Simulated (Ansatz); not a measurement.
# BAs: the cost of one run

Method: DFT PBEsol, scalar-relativistic, plane waves, PAW, in Ansatz 0.2.0.

2 further runs of the same task are left out: 2 set aside as unsound or not needed.

**1. Starting point**

Symmetry: F-43m, No. 216, cubic system. Conventional cell: a = 4.768 Å, b = 4.768 Å, c = 4.768 Å, α = 90.00°, β = 90.00°, γ = 90.00°. B (site symmetry -43m) is surrounded by 4 As at 2.06 Å. As (site symmetry -43m) has 4 B at 2.06 Å as nearest neighbours.

Structure file:

```
CELL_PARAMETERS angstrom
0.00000 2.38394 2.38394
2.38394 0.00000 2.38394
2.38394 2.38394 0.00000
ATOMIC_POSITIONS crystal
B 0.00000 0.00000 0.00000
As 0.75000 0.75000 0.75000
```

This cell was relaxed beforehand with the same method: volume 13.55 Å³/atom, gap on the mesh 1.08 eV.

Bulk energy on matching settings, from an earlier run: -2482.8837 eV/atom.

**2. The (110) slab**

Miller indices refer to the conventional cell of the relaxed bulk, F-43m (No. 216): a = 4.768 Å, b = 4.768 Å, c = 4.768 Å, α = 90.00°, β = 90.00°, γ = 90.00°.

Cut from the relaxed bulk: a (110) slab, 10.1 Å thick as cut, with 15 Å of vacuum; its outer planes are BAs (top) and BAs (bottom).

The slab as cut. Its planes from the bottom up:

```
plane  atoms per cell  height over the lowest (Å)
    1             BAs                        0.00
    2             BAs                        1.69
    3             BAs                        3.37
    4             BAs                        5.06
    5             BAs                        6.74
    6             BAs                        8.43
    7             BAs                       10.11
```

**3. The slab as cut, atoms at the bulk's places**

A dipole layer in the vacuum cancels the field that periodic copies would set up if the slab's two faces differ.

input.yaml

```yaml
crystal:
  lattice:
    - [3.3713973117, 0.0, 0.0]
    - [0.0, 4.7678758024, 0.0]
    - [0.0, 0.0, 25.1141919351]
  atoms:
    - { symbol: B, position: [0.5, 0.5, 0.2986359274] }
    - { symbol: As, position: [0.0, 0.25, 0.2986359274] }
    - { symbol: B, position: [0.0, 0.0, 0.3657572849] }
    - { symbol: As, position: [0.5, 0.75, 0.3657572849] }
    - { symbol: B, position: [0.5, 0.5, 0.4328786425] }
    - { symbol: As, position: [0.0, 0.25, 0.4328786425] }
    - { symbol: B, position: [0.0, 0.0, 0.5] }
    - { symbol: As, position: [0.5, 0.75, 0.5] }
    - { symbol: B, position: [0.5, 0.5, 0.5671213575] }
    - { symbol: As, position: [0.0, 0.25, 0.5671213575] }
    - { symbol: B, position: [0.0, 0.0, 0.6342427151] }
    - { symbol: As, position: [0.5, 0.75, 0.6342427151] }
    - { symbol: B, position: [0.5, 0.5, 0.7013640726] }
    - { symbol: As, position: [0.0, 0.25, 0.7013640726] }
basis:
  ecutwfc: 420
kpoints:
  mp_grid: { grid: [8, 6, 1] }
hamiltonian:
  xc: pbesol
scf:
  occupations: { method: gaussian, width: 0.05 }
output:
  forces: true
  stress: true
  eigenvalues: true
efield:
  axis: 3
  dipole_correction: true
  ramp_width: 0.04
```

The run is started by

```
ansatz run input.yaml --threads 1 --pin off --max-ram 2560MiB --backend cpu --events-out ev --progress --plain --runs-dir out
```

**Question.** How long does this run take on 1 thread of AMD EPYC 7R43 (Zen 3), shared host, and how much memory does it need?

About 60 s, with a peak of 0.82 GiB.
